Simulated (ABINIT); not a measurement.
# AlCo (Pm-3m) in ABINIT: reference runs

Reference runs on AlCo: the cell as given.

Program: ABINIT 10.8.3 (patched build). These are calculated values, not measurements. Logs are shortened: lines on timing, memory, paths and dates and some standing lists are left out, and cuts for length are marked. The log counts tension as positive stress, the text compression.

## (1) The structure

It takes space group Pm-3m (No. 221, cubic). The conventional cell has a = 2.819 Å, b = 2.819 Å, c = 2.819 Å, α = 90.00°, β = 90.00°, γ = 90.00°. Co (site symmetry m-3m) is surrounded by 8 Al at 2.44 Å. Around Al (site symmetry m-3m) lie 8 Co at 2.44 Å.

The cell is a database's computed one.

## (2) Single point, PBEsol, collinear spin, ferromagnetic start

run.abi reads:

```
pp_dirpath "./"
pseudos "Co.upf, Al.upf"

acell 3*1.0
rprim
     5.3278999018     0.0000000000     0.0000000000
     0.0000000000     5.3278999018     0.0000000000
     0.0000000000     0.0000000000     5.3278999018
ntypat 2
znucl 27 13
natom 2
typat 1 2
xred
     0.5000000000     0.5000000000     0.5000000000
     0.0000000000     0.0000000000     0.0000000000

ecut 48.0

kptopt 1
ngkpt 9 9 9
nshiftk 1
shiftk 0.0 0.0 0.0

ixc -116133

nband 15
occopt 3
tsmear 0.00183747

nsppol 2
spinat
     0.0000000000     0.0000000000     2.0000000000
     0.0000000000     0.0000000000     0.0000000000

nstep 100
tolvrs 1.0e-10

iomode 3
prtwf 0
prteig 0
prtebands 0
enunit 1
prtden 1
prtvha 1
prtvclmb 1
prtpot 1
```

Potentials or basis: PseudoDojo NC SR PBEsol v0.4.1 standard.

Run with:

```console
$ abinit run.abi > log 2>&1
```

run.abo:

```text
.Version 10.8.3 of ABINIT
 Symmetries : space group Pm -3 m (#221); Bravais cP (primitive cubic)
================================================================================
 Values of the parameters that define the memory need of the present run
     intxc =       0    ionmov =       0      iscf =       7    lmnmax =       6
     lnmax =       6     mgfft =      36  mpssoang =       3    mqgrid =    3001
     natom =       2  nloc_mem =       1    nspden =       2   nspinor =       1
    nsppol =       2      nsym =      48    n1xccc =    2501    ntypat =       2
    occopt =       3   xclevel =       2
       mpw =        2429          nfft =       46656          nkpt =          35
================================================================================
================================================================================

--------------------------------------------------------------------------------
------------- Echo of variables that govern the present computation ------------
--------------------------------------------------------------------------------
 -outvars: echo values of preprocessed input variables --------
            acell      1.0000000000E+00  1.0000000000E+00  1.0000000000E+00 Bohr
              amu      5.89332000E+01  2.69815390E+01
             ecut      4.80000000E+01 Hartree
           enunit           1
              ixc     -116133
         kptrlatt        9    0    0      0    9    0      0    0    9
          kptrlen      4.79510991E+01
            natom           2
            nband          15
            ngfft          36      36      36
             nkpt          35
           nspden           2
           nsppol           2
            nstep         100
             nsym          48
           ntypat           2
           occopt           3
        prtebands           0
           prteig           0
           prtpot           1
         prtvclmb           1
           prtvha           1
            prtwf           0
            rprim      5.3278999018E+00  0.0000000000E+00  0.0000000000E+00
                       0.0000000000E+00  5.3278999018E+00  0.0000000000E+00
                       0.0000000000E+00  0.0000000000E+00  5.3278999018E+00
          spgroup         221
           spinat      0.0000000000E+00  0.0000000000E+00  2.0000000000E+00
                       0.0000000000E+00  0.0000000000E+00  0.0000000000E+00
           tolvrs      1.00000000E-10
           tsmear      1.83747000E-03 Hartree
            typat      1  2
           xangst      1.4097016040E+00  1.4097016040E+00  1.4097016040E+00
                       0.0000000000E+00  0.0000000000E+00  0.0000000000E+00
            xcart      2.6639499509E+00  2.6639499509E+00  2.6639499509E+00
                       0.0000000000E+00  0.0000000000E+00  0.0000000000E+00
             xred      5.0000000000E-01  5.0000000000E-01  5.0000000000E-01
                       0.0000000000E+00  0.0000000000E+00  0.0000000000E+00
[... 107 lines left out ...]
 Total magnetization (exact up - dn):                         -0.000000

================================================================================

 ----iterations are completed or convergence reached----

 Mean square residual over all n,k,spin=   30.338E-08; max=  10.795E-05
 reduced coordinates (array xred) for    2 atoms
       0.500000000000      0.500000000000      0.500000000000
       0.000000000000      0.000000000000      0.000000000000
 rms dE/dt=  0.0000E+00; max dE/dt=  0.0000E+00; dE/dt below (all hartree)
    1       0.000000000000      0.000000000000      0.000000000000
    2       0.000000000000      0.000000000000      0.000000000000

 cartesian coordinates (angstrom) at end:
    1      1.40970160404609     1.40970160404609     1.40970160404609
    2      0.00000000000000     0.00000000000000     0.00000000000000

 cartesian forces (hartree/bohr) at end:
    1     -0.00000000000000    -0.00000000000000    -0.00000000000000
    2     -0.00000000000000    -0.00000000000000    -0.00000000000000
 frms,max,avg= 0.0000000E+00 0.0000000E+00   0.000E+00  0.000E+00  0.000E+00 h/b

 cartesian forces (eV/Angstrom) at end:
    1     -0.00000000000000    -0.00000000000000    -0.00000000000000
    2     -0.00000000000000    -0.00000000000000    -0.00000000000000
 frms,max,avg= 0.0000000E+00 0.0000000E+00   0.000E+00  0.000E+00  0.000E+00 e/A
 length scales=  1.000000000000  1.000000000000  1.000000000000 bohr
              =  0.529177210544  0.529177210544  0.529177210544 angstroms
 Fermi (or HOMO) energy (eV) =  11.61048   Average Vxc (eV)= -12.68379
 Eigenvalues (   eV  ) for nkpt=  35  k points, SPIN UP:
 kpt#   1, nband= 15, wtk=  0.00137, kpt=  0.0000  0.0000  0.0000 (reduced coord)
 -82.88311  -46.29827  -46.29827  -46.29827    0.32634    8.48661    8.48661   10.81222
  10.81222   10.81222   17.73637   17.73637   17.73637   20.53044   20.53044
 prteigrs : prtvol=0 or 1, do not print more k-points.

 Eigenvalues (   eV  ) for nkpt=  35  k points, SPIN DOWN:
 kpt#   1, nband= 15, wtk=  0.00137, kpt=  0.0000  0.0000  0.0000 (reduced coord)
 -82.88311  -46.29827  -46.29827  -46.29827    0.32634    8.48661    8.48661   10.81222
  10.81222   10.81222   17.73637   17.73637   17.73637   20.53044   20.53044
 prteigrs : prtvol=0 or 1, do not print more k-points.

--- !EnergyTerms
iteration_state     : {dtset: 1, }
comment             : Components of total free energy in Hartree
kinetic             :  6.87745583211192E+01
hartree             :  5.13926550036482E+01
xc                  : -2.90071664150066E+01
Ewald energy        : -8.70241685203964E+01
psp_core            :  2.57579461446311E+00
local_psp           : -1.43388333769606E+02
non_local_psp       : -1.85172549777772E+01
internal            : -1.55193915743555E+02
'-kT*entropy'       : -1.59673726245540E-04
total_energy        : -1.55194075417282E+02
total_energy_eV     : -4.22304592926755E+03
band_energy         : -1.25325223499876E+01
...

 Cartesian components of stress tensor (hartree/bohr^3)
  sigma(1 1)= -2.30265882E-05  sigma(3 2)=  0.00000000E+00
  sigma(2 2)= -2.30265882E-05  sigma(3 1)=  0.00000000E+00
  sigma(3 3)= -2.30265882E-05  sigma(2 1)=  0.00000000E+00

-Cartesian components of stress tensor (GPa)         [Pressure=  6.7747E-01 GPa]
- sigma(1 1)= -6.77465615E-01  sigma(3 2)=  0.00000000E+00
- sigma(2 2)= -6.77465615E-01  sigma(3 1)=  0.00000000E+00
- sigma(3 3)= -6.77465615E-01  sigma(2 1)=  0.00000000E+00

== END DATASET(S) ==============================================================
================================================================================

 -outvars: echo values of variables after computation  --------
            acell      1.0000000000E+00  1.0000000000E+00  1.0000000000E+00 Bohr
           etotal     -1.5519407542E+02
            fcart     -0.0000000000E+00 -0.0000000000E+00 -0.0000000000E+00
                      -0.0000000000E+00 -0.0000000000E+00 -0.0000000000E+00
            rprim      5.3278999018E+00  0.0000000000E+00  0.0000000000E+00
                       0.0000000000E+00  5.3278999018E+00  0.0000000000E+00
                       0.0000000000E+00  0.0000000000E+00  5.3278999018E+00
           strten     -2.3026588235E-05 -2.3026588235E-05 -2.3026588235E-05
                       0.0000000000E+00  0.0000000000E+00  0.0000000000E+00
           xangst      1.4097016040E+00  1.4097016040E+00  1.4097016040E+00
                       0.0000000000E+00  0.0000000000E+00  0.0000000000E+00
             xred      5.0000000000E-01  5.0000000000E-01  5.0000000000E-01
                       0.0000000000E+00  0.0000000000E+00  0.0000000000E+00
 Calculation completed.
```

Run time: 99 s. Hardware: 1 thread of Intel Xeon Platinum 8488C (Sapphire Rapids), shared host; peak memory 0.11 GiB.

Results:

| Quantity | Value |
| --- | --- |
| Free energy | -4223.0459 eV |
| Pressure | 0.7 GPa |
| Band gap on the k mesh | none (metal or under the smearing width) |
| Net moment | 0.00 μB per cell |
| Valence electrons inside the program's atomic spheres | Co 15.41; Al 1.04 |

Levels at points of the mesh, in eV from the Fermi level:
Spin up:
| k point | band 8 | band 9 | band 10 | band 11 | band 12 | band 13 |
| --- | --- | --- | --- | --- | --- | --- |
| (0.00, 0.00, 0.00) | -0.80 | -0.80 | -0.80 | 6.13 | 6.13 | 6.13 |
Spin down:
```
           k point  band 8  band 9  band 10  band 11  band 12  band 13
(0.00, 0.00, 0.00)   -0.80   -0.80    -0.80     6.13     6.13     6.13
```

Caveat: the starting moments collapsed, and a magnetic state may lie lower.
